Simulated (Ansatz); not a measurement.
Consider InN in the wurtzite structure (space group P6_3mc, No. 186; a = 3.581 Å, c = 5.788 Å).

Calculations: Ansatz (an electronic-structure program), PBE, PAW, cutoff 420 eV, no SOC.

For the base:

Pressure: 0.0 GPa
Band gap: zero

It is then changed as follows: the cell is scaled by 1.0037 in all directions; the atoms relax in the strained cell.

### Question
What does the calculation give for the pressure, band gap and energy relative to the base after the change?

### Answer
The pressure (mean of the normal stresses, compression positive) goes from zero to -1.3 GPa; the band gap is still zero; the energy goes up by 0.7 meV/atom.

A case with no gap was solved on a k-mesh chosen for an insulator, which is coarse for it. Stability against distortions was not tested. The final runs are not spin-polarised. The zero or small gap of InN can change with the level of theory.
